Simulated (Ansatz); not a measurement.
BaF2:
Space group Fm-3m (No. 225); a = b = c = 6.1947 Å, α = β = γ = 90.00°

| atom | site | symmetry | x | y | z |
|---|---|---|---|---|---|
| Ba | 4a | m-3m | 0.0000 | 0.0000 | 0.0000 |
| F | 8c | -43m | 0.2500 | 0.2500 | 0.2500 |
(The calculation used a cell of 3 atoms; values per cell refer to that cell.)

Relaxed with r²SCAN. Independent-particle spectrum: no excitons, no local fields, no scissors shift; 0.1 eV broadening; ε₁ of the summed bands alone.

Question: Tabulate the dielectric function from r²SCAN (plane waves, PAW; program Ansatz).

Answer: 

| E (eV) | ε₁ xx | ε₂ xx |
|---|---|---|
| 0.0 | 2.14 | 0.00 |
| 0.3 | 2.14 | 0.00 |
| 0.6 | 2.14 | 0.00 |
| 0.9 | 2.15 | 0.00 |
| 1.2 | 2.15 | 0.00 |
| 1.5 | 2.16 | 0.00 |
| 1.8 | 2.17 | 0.00 |
| 2.1 | 2.17 | 0.00 |
| 2.4 | 2.19 | 0.00 |
| 2.7 | 2.20 | 0.00 |
| 3.0 | 2.21 | 0.00 |
| 3.3 | 2.23 | 0.00 |
| 3.6 | 2.25 | 0.00 |
| 3.9 | 2.27 | 0.00 |
| 4.2 | 2.29 | 0.00 |
| 4.5 | 2.32 | 0.00 |
| 4.8 | 2.35 | 0.00 |
| 5.1 | 2.38 | 0.00 |
| 5.4 | 2.42 | 0.00 |
| 5.7 | 2.47 | 0.00 |
| 6.0 | 2.52 | 0.00 |
| 6.3 | 2.58 | 0.00 |
| 6.6 | 2.66 | 0.00 |
| 6.9 | 2.76 | 0.00 |
| 7.2 | 2.89 | 0.00 |
| 7.5 | 3.13 | 0.04 |
| 7.8 | 3.27 | 0.26 |
| 8.1 | 3.41 | 0.47 |
| 8.4 | 3.48 | 0.75 |
| 8.7 | 3.33 | 0.95 |
| 9.0 | 3.29 | 0.96 |
| 9.3 | 3.42 | 1.80 |
| 9.6 | 2.91 | 0.69 |
| 9.9 | 3.98 | 0.75 |
| 10.2 | 4.95 | 2.21 |
| 10.5 | 4.43 | 3.85 |
| 10.8 | 2.13 | 4.43 |
| 11.1 | 1.27 | 3.50 |
| 11.4 | 0.88 | 3.21 |
| 11.7 | 0.43 | 2.07 |
| 12.0 | 0.31 | 1.75 |

Question: From ε at 8.1 eV (xx: 3.41 + 0.47i), find n, k, the normal reflectivity and the absorption coefficient.

Answer: n = 1.85, k = 0.127, R = 9 %, α = 2kE/ħc = 100000 cm⁻¹.

With all bands, ε∞ without local fields is 2.38. DFPT, with local fields, gives 2.27.

The r²SCAN relaxation kept the symmetry of its start; phonons on a q-mesh show no instability. Scalar-relativistic: spin–orbit coupling is off unless named, which matters more the heavier the elements.

Potentials: the later of the program's two PAW sets.
